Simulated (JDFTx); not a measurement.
Crystal: Pt.

```xyz
1
Lattice="0.0000 1.9609 1.9609 1.9609 0.0000 1.9609 1.9609 1.9609 0.0000" Properties=species:S:1:pos:R:3 pbc="T T T"
Pt    0.0000    0.0000    0.0000
```

```yaml
Program: JDFTx 1.7.0 (patched build)
Task: single point
Functional: PBEsol
Potentials_or_basis: PseudoDojo-SR-PBEsol-0.4.1-standard with smoothed tails
Cutoff: 1143 eV
Density_cutoff: 4572 eV
k_mesh: 12 × 12 × 12
Occupations: fermi-dirac, width 0.05 eV
Spin: no spin polarisation
```

On this cell: pressure -1.2 GPa; band gap on the k mesh none (metal or under the smearing width).

The same run follows on a disturbed copy (cell strained at random at fixed volume):

```
Pt
1.0
    -0.01330    1.93575    1.94453
     1.97104    0.00303    1.92819
     2.00088    1.94926   -0.02681
Pt
1
Cartesian
  0.0534 -0.0121 0.0125
```

Problem. What does the disturbed cell give?

Solution. The energy (extrapolated to zero smearing) moves by +2.3 meV/atom; pressure -1.1 GPa; band gap on the k mesh none (metal or under the smearing width).

Stress tensor (GPa, compression positive):
```
-2.07 -0.59  1.34
-0.59 -0.59  0.59
 1.34  0.59 -0.54
```
